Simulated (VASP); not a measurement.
Crystal: Re.

```
Re
1.0
     2.79713    0.00000    0.00000
    -1.39857    2.42239    0.00000
     0.00000    0.00000    4.51687
Re
2
Direct
  0.66667 0.33333 0.75000
  0.33333 0.66667 0.25000
```

The cell isn't the ideal one: volume scaled by 1.04.

```yaml
Program: VASP 6.6.1
Task: relaxation of cell and atoms
Functional: LDA
Potentials_or_basis: VASP PAW LDA potentials, release 64 (Re)
Cutoff: 600 eV
k_mesh: 11 × 11 × 6
Occupations: methfessel-paxton, width 0.1 eV
Spin: no spin polarisation
```

At the start: pressure -22.2 GPa; volume 15.30 Å³/atom.

Task: How do energy, volume and symmetry change on relaxing?

Result: Over 5 steps the energy falls by 67.2 meV/atom and the volume is 14.38 Å³/atom (-6.0 %); space group P6_3/mmc (No. 194, to 0.05 Å).

The path:
```
step  energy change (eV)  largest force (eV/Å)  pressure (GPa)  volume (Å³)
   1              0.0000                0.0000          -22.20        30.61
   2             -0.1251                0.0000           -6.43        29.24
   3             -0.1342                0.0000            0.79        28.71
   4             -0.1344                0.0000           -0.02        28.77
   5             -0.1344                0.0000            0.00        28.77
```

Final structure:
```
Re
1.0
     2.74093    0.00000    0.00000
    -1.37046    2.37371    0.00000
     0.00000    0.00000    4.42139
Re
2
Direct
  0.66667 0.33333 0.75000
  0.33333 0.66667 0.25000
```
